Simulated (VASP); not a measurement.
# Cd (Im-3m) in VASP: a series of runs, part 2 of 2

VASP 6.6.1. The steps go on from the part before.

## 4. Single point, PBEsol

INCAR reads:

```
SYSTEM = Cd
ALGO = Normal ; EDIFF = 1E-6
ENCUT = 550 ; GGA = PS
ISIF = 2 ; ISMEAR = 0
LASPH = .True. ; LCHARG = .True.
LELF = .True. ; LREAL = .False.
LVHAR = .True. ; LWAVE = .False.
NELM = 80 ; PREC = Accurate
SIGMA = 0.05
```

KPOINTS reads:

```
k-points
0
Gamma
  10 10 10
  0 0 0
```

POSCAR reads:

```
Cd
1.0
   -1.7843220000      1.7843220000      1.7843220000
    1.7843220000     -1.7843220000      1.7843220000
    1.7843220000      1.7843220000     -1.7843220000
Cd
1
Direct
    0.0000000000      0.0000000000      0.0000000000
```

Potentials or basis: VASP PAW PBE potentials, release 64 (Cd_GW).

Command:

```
$ cat potpaw_PBE.64/Cd_GW/POTCAR > POTCAR
$ mpirun -np 1 vasp_std > vasp.out
```

OUTCAR:

```text
SYSTEM = Cd
   EDIFF = 1E-6
   ENCUT = 550
   GGA = PS
   ISIF = 2
   ISMEAR = 0
   LASPH = .True.
   LREAL = .False.
   NELM = 80
   PREC = Accurate

 ion  position               nearest neighbor table
   1  0.000  0.000  0.000-

  LATTYP: Found a body centered cubic cell.
 ALAT       =     3.5686440000

  Lattice vectors:

 A1 = (  -1.7843220000,   1.7843220000,   1.7843220000)
 A2 = (   1.7843220000,  -1.7843220000,   1.7843220000)
 A3 = (   1.7843220000,   1.7843220000,  -1.7843220000)

Analysis of symmetry for initial positions (statically):
=====================================================================
 Subroutine PRICEL returns:
 Original cell was already a primitive cell.

 Routine SETGRP: Setting up the symmetry group for a
 body centered cubic supercell.

 Subroutine GETGRP returns: Found 48 space group operations
 (whereof 48 operations were pure point group operations)
 out of a pool of 48 trial point group operations.

The static configuration has the point symmetry O_h .

Analysis of symmetry for dynamics (positions and initial velocities):
=====================================================================
 Subroutine PRICEL returns:
 Original cell was already a primitive cell.

 Routine SETGRP: Setting up the symmetry group for a
 body centered cubic supercell.

 Subroutine GETGRP returns: Found 48 space group operations
 (whereof 48 operations were pure point group operations)
 out of a pool of 48 trial point group operations.

The dynamic configuration has the point symmetry O_h .

 Subroutine INISYM returns: Found 48 space group operations
 (whereof 48 operations are pure point group operations),
 and found     1 'primitive' translations

----------------------------------------------------------------------------------------

                                     Primitive cell

[... 133 lines left out ...]
  Thomas-Fermi vector in A             =   2.452872
   LORBIT       =      0    0 simple, 1 ext, 2 COOP (PROOUT), +10 PAW based schemes
   GGA     = PS    functional components
   LHFCALC =     F    Hartree Fock is set to
   AEXX    =    0.0000 exact exchange contribution
   IVDW    =     0    specifies the selected vdW correction
   LEPSILON=     F    determine dielectric tensor
   LRPA    =     F    only Hartree local field effects (RPA)
 non-spin polarized calculation
 Gauss-broadening in eV      SIGMA  =   0.05
  energy-cutoff  :      550.00
  volume of cell :       22.72
 maximum number of plane-waves:       682
   NGX = 11   NGY = 11   NGZ = 11

 number of electron      11.9999994 magnetization

 Free energy of the ion-electron system (eV)
  ---------------------------------------------------
  ext. energy  EPLUGINS =         0.00000000
  ---------------------------------------------------
  free energy    TOTEN  =        -1.12971851 eV

  energy without entropy =       -1.12850302  energy(sigma->0) =       -1.12911077

 E-fermi :   5.4531     XC(G=0): -10.9776

 val. band max:        5.4466821433   @ k =  -0.4000  -0.4000   0.1000
 cond. band min:       5.5254904144   @ k =   0.4000   0.1000  -0.0000
 fundamental gap:      0.0788082711
 Fermi energy:         5.4531088517

 k-point     1 :       0.0000    0.0000    0.0000
  band No.  band energies     occupation
      1      -3.7662      2.00000
      2      -3.7662      2.00000
      3      -3.7662      2.00000
      4      -3.2453      2.00000
      5      -3.1591      2.00000
      6      -3.1591      2.00000
      7      19.9605      0.00000
      8      19.9605      0.00000
      9      19.9608      0.00000
     10      21.0552      0.00000
[... 495 lines left out ...]
 k-point    40 :      -0.4000   -0.4000    0.2000
  band No.  band energies     occupation
      1      -3.8648      2.00000
      2      -3.8648      2.00000
      3      -3.6055      2.00000
      4      -2.9705      2.00000
      5      -2.9705      2.00000
      6       6.3067      0.00000
      7       6.8572      0.00000
      8       6.8572      0.00000
      9      16.5540      0.00000
     10      17.1905      0.00000

 [... further k-points ...]

------------------------ aborting loop because EDIFF is reached ----------------------------------------

  FORCE on cell =-STRESS in cart. coord.  units (eV):
  Direction    XX          YY          ZZ          XY          YZ          ZX
  --------------------------------------------------------------------------------------
  -------------------------------------------------------------------------------------
  Total       -0.4189964     -0.4189964     -0.4189964      0.0000000     -0.0000000     -0.0000000
  in kB      -29.5420871    -29.5420871    -29.5420871      0.0000000     -0.0000000     -0.0000000
  external PRESSURE =     -29.5420871 kB  Pullay stress =       0.0000000 kB

 VOLUME and BASIS-vectors are now :
 -----------------------------------------------------------------------------
  energy-cutoff  :      550.00
  volume of cell :       22.72
      direct lattice vectors                 reciprocal lattice vectors
    -1.784322000  1.784322000  1.784322000     0.000000000  0.280218481  0.280218481
     1.784322000 -1.784322000  1.784322000     0.280218481  0.000000000  0.280218481
     1.784322000  1.784322000 -1.784322000     0.280218481  0.280218481  0.000000000

 POSITION                                       TOTAL-FORCE (eV/Angst)
 -----------------------------------------------------------------------------------
      0.00000      0.00000      0.00000         0.000000     -0.000000     -0.000000
 -----------------------------------------------------------------------------------
    total drift:                                0.000000      0.000000      0.000000

  FREE ENERGIE OF THE ION-ELECTRON SYSTEM (eV)
  ---------------------------------------------------
  free  energy   TOTEN  =        -1.1297185112 eV

  energy  without entropy=       -1.1285030189  energy(sigma->0) =       -1.12911077
```

stdout:

```text
POSCAR found type information on POSCAR Cd
 POSCAR found :  1 types and       1 ions
 scaLAPACK will be used
 -----------------------------------------------------------------------------
|                                                                             |
|                                                                             |
|     You enforced a specific xc type in the INCAR file but a different       |
|     I HOPE YOU KNOW WHAT YOU ARE DOING!                                     |
|                                                                             |
 -----------------------------------------------------------------------------

 LDA part: xc-table for (Slater+PW92), standard interpolation
 POSCAR, INCAR and KPOINTS ok, starting setup
 FFT: planning ... GRIDC
 FFT: planning ... GRID_SOFT
 FFT: planning ... GRID
 WAVECAR not read
 entering main loop
```

It took 8.3 s on 1 thread of Intel Xeon 6975P-C (Granite Rapids), shared host; peak memory 0.15 GiB.

What came out:

```yaml
Free_energy: -1.1297 eV
Pressure: -3.0 GPa
Band_gap_on_the_k_mesh: none (metal or under the smearing width)
```

Levels at points of the mesh, in eV from the Fermi level:
```csv
k point,band 4,band 5,band 6,band 7,band 8,band 9
"(0.00, 0.00, 0.00)",-8.70,-8.61,-8.61,14.51,14.51,14.51
"(0.50, 0.00, 0.00)",-8.59,-8.20,-2.13,-1.11,8.90,9.52
"(0.50, 0.50, 0.50)",-8.30,-8.30,3.21,3.21,3.21,5.32
```

Caveat: the PAW data sets were made with another functional, which shifts forces and pressure a little.

## 5. The reference run

An earlier run on the cell as given: functional PBE; potentials or basis VASP PAW PBE potentials, release 64 (Cd); cutoff 520 eV; k mesh 10 × 10 × 10; occupations fermi-dirac, width 0.05 eV; no spin polarisation.

* Pressure: 1.4 GPa
* Band gap on the k mesh: none (metal or under the smearing width)

## 6. Overview

```csv
task,level,potentials or basis,spin,cell,k mesh,cutoff (eV),smearing,gap on the mesh (eV),pressure (GPa),relaxed volume (Å³/atom)
relaxation of cell and atoms,PBE,"VASP PAW PBE potentials, release 64 (Cd)",off,relaxed,7 × 7 × 7,600,fermi-dirac 0.05 eV,none,0.0,23.64
relaxation of cell and atoms,PBE,"VASP PAW PBE potentials, release 64 (Cd)","SOC, no magnetisation",relaxed,7 × 7 × 7,600,fermi-dirac 0.05 eV,-,0.0,23.52
single point,PBEsol,"VASP PAW PBE potentials, release 64 (Cd_GW)",off,as given,10 × 10 × 10,550,gaussian 0.05 eV,none,-3.0,-
single point,PBE,"VASP PAW PBE potentials, release 64 (Cd)",off,as given,10 × 10 × 10,520,fermi-dirac 0.05 eV,none,1.4,-
```

Caveats: the PAW data sets were made with another functional, which shifts forces and pressure a little (some runs).

Total energies depend on the potentials used, so only differences within one code and one set of settings carry meaning.
